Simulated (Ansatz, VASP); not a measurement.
**One calculation of MgO, two programs**

Contents of INCAR:

```
SYSTEM = MgO
ALGO = Normal ; EDIFF = 1E-6
ENCUT = 520 ; GGA = PE
ISIF = 2 ; ISMEAR = 0
LASPH = .TRUE. ; LCHARG = .FALSE.
LREAL = .FALSE. ; LWAVE = .FALSE.
NBANDS = 11 ; NELM = 60
PREC = Accurate ; SIGMA = 0.02
```

File KPOINTS:

```
k-points
0
G
  12 12 10
  0 0 0
```

Contents of POSCAR:

```
MgO
1.0
    3.0095029520      0.0000000000      0.0000000000
   -1.5047514760      2.6063060092      0.0000000000
    0.0000000000      0.0000000000      2.7850718144
Mg O
1 1
Direct
    0.0000000000      0.0000000000      0.0000000000
    0.3333333300      0.6666666700      0.5000000000
```

Input for Ansatz:

```yaml
crystal:
  lattice:
    - [3.009502952, 0.0, 0.0]
    - [-1.504751476, 2.6063060092, 0.0]
    - [0.0, 0.0, 2.7850718144]
  atoms:
    - { symbol: Mg, position: [0.0, 0.0, 0.0] }
    - { symbol: O, position: [0.33333333, 0.66666667, 0.5] }
basis:
  ecutwfc: 420
kpoints:
  mp_grid: { grid: [12, 12, 10] }
hamiltonian:
  xc: pbe
scf:
  occupations: { method: gaussian, width: 0.02 }
output:
  forces: true
  stress: true
  eigenvalues: true
  write_density: true
  write_potential: true
  elf: true
  volumetric_format: npy
```

Alike in both runs: task single point; functional PBE; k mesh 12 × 12 × 10; occupations gaussian, width 0.02 eV; no spin polarisation.

|  | VASP | Ansatz |
| --- | --- | --- |
| version | VASP 6.6.1 | Ansatz 0.2.0 |
| potentials or method | VASP PAW PBE potentials, release 64 (Mg, O) | scalar-relativistic, plane waves, PAW |
| plane-wave cutoff (eV) | 520 | 420 |
| valence electrons in the cell | 8 | 16 |

VASP gave:

```
gap on the k mesh at the Fermi level (eV)       : 2.39
least direct gap on the mesh (eV)               : 2.82
pressure (GPa)                                  : -10.8
largest component of the traceless stress (GPa) : 6.17
```

Task: Estimate Ansatz's values.

Result: gap on the k mesh at the Fermi level (eV): 2.41; least direct gap on the mesh (eV): 2.84; pressure (GPa): -10.3; largest component of the traceless stress (GPa): 6.08.

The two sets of potentials don't hold the same shells in valence.

A k mesh can miss the band edges.
